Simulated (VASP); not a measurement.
Input of a VASP 6.6.1 run:

The input INCAR:

```
  PREC = Accurate
  ENCUT = 520
  EDIFF = 1E-6
  ISMEAR = -1
  SIGMA = 0.02
  LREAL = Auto
  LASPH = True
  NELM = 60
  ALGO = Fast
  ISIF = 2
  LWAVE = False
  LCHARG = False
  GGA = PE
  IVDW = 12
  IBRION = 2
  NSW = 45
  EDIFFG = -0.08
```

KPOINTS

```
regular mesh
0
Gamma
  2 2 2
```

Contents of POSCAR:

```
Si
1.0
    0.0000000000      5.4300000000      5.4300000000
    5.4300000000      0.0000000000      5.4300000000
    5.4300000000      5.4300000000      0.0000000000
Si
17
Direct
    0.0000000000      0.0000000000      0.0000000000
    0.1250000000      0.1250000000      0.1250000000
    0.0000000000      0.0000000000      0.5000000000
    0.1250000000      0.1250000000      0.6250000000
    0.0000000000      0.5000000000      0.0000000000
    0.1250000000      0.6250000000      0.1250000000
    0.0000000000      0.5000000000      0.5000000000
    0.1250000000      0.6250000000      0.6250000000
    0.5000000000      0.0000000000      0.0000000000
    0.6250000000      0.1250000000      0.1250000000
    0.5000000000      0.0000000000      0.5000000000
    0.6250000000      0.1250000000      0.6250000000
    0.5000000000      0.5000000000      0.0000000000
    0.6250000000      0.6250000000      0.1250000000
    0.5000000000      0.5000000000      0.5000000000
    0.6250000000      0.6250000000      0.6250000000
    0.2554135000      0.2520382000      0.7429474000
```

Potentials or basis: VASP PAW PBE potentials, release 64 (Si).

The run is started by

```sh
$ cat potpaw_PBE.64/Si/POTCAR > POTCAR
$ mpirun -np 1 vasp_std > vasp.out
```

Problem. Estimate the dispersion energy per atom.

Solution. -0.332 eV.

Problem. What does it give for the band gap on the k mesh?

Solution. None (metal or under the smearing width).

The path:
```
step  energy change (eV)  largest force (eV/Å)  pressure (GPa)
   1              0.0000                1.0898            2.90
   2             -0.1246                0.1314            2.40
   3             -0.1252                0.1536            2.37
   4             -0.1279                0.0725            2.37
```

Caveat: the k mesh is coarse (spacing up to 0.50 Å⁻¹), so the values aren't converged; the relaxation stopped at a loose force limit of 0.08 eV/Å, so its end isn't a converged minimum.
